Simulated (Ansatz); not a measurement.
# Sb: do energies and stresses tell the same story?

All numbers below come from Ansatz, DFT PBE+D3(BJ), scalar-relativistic, plane waves, PAW.

Plane waves to 420 eV, a k mesh through Γ of 12×12×12 on the computed 2-atom cell and Gaussian smearing (0.10 eV); no spin polarisation.

Relaxed cell: R-3m, a = 4.323 Å, b = 4.323 Å, c = 11.039 Å, α = 90.00°, β = 90.00°, γ = 120.00°, 2 atoms in the primitive cell.

Energies at zero smearing and pressures from the stress tensor, at volumes with shape and atoms relaxed:
```tsv
V (Å³/atom)	E − E(first) (meV/atom)	P (GPa)
26.206	0.00	7.06
27.100	-35.73	5.22
27.993	-58.88	3.12
28.887	-71.67	1.43
29.780	-75.71	0.01
30.673	-72.30	-1.21
31.567	-63.01	-2.15
32.758	-43.66	-3.01
```

Q: Check P = −dE/dV between neighbouring volumes, and get the bulk modulus from the pressures alone.

A: With 1 eV/Å³ = 160.2 GPa:
| middle V (Å³/atom) | −ΔE/ΔV (GPa) | mean P (GPa) |
| --- | --- | --- |
| 26.653 | 6.407 | 6.139 |
| 27.546 | 4.151 | 4.173 |
| 28.440 | 2.295 | 2.276 |
| 29.333 | 0.724 | 0.718 |
| 30.227 | -0.613 | -0.600 |
| 31.120 | -1.665 | -1.676 |
| 32.162 | -2.604 | -2.577 |

The two differ by 0.27 GPa at most. The mean of two end pressures misses the average over a step by about ΔV² P″/12, up to 0.06 GPa here; with that taken off 0.29 GPa remains, from the smearing term (the stress is the derivative of the free energy), the finite cutoff, the mesh or the relaxation's tolerance. Around V = 29.780 Å³/atom, the two neighbours give B = −V ΔP/ΔV = 29.780 × 2.64 / 1.787 = 44.0 GPa, against B0 = 42.6 GPa from the Birch–Murnaghan fit of the energies.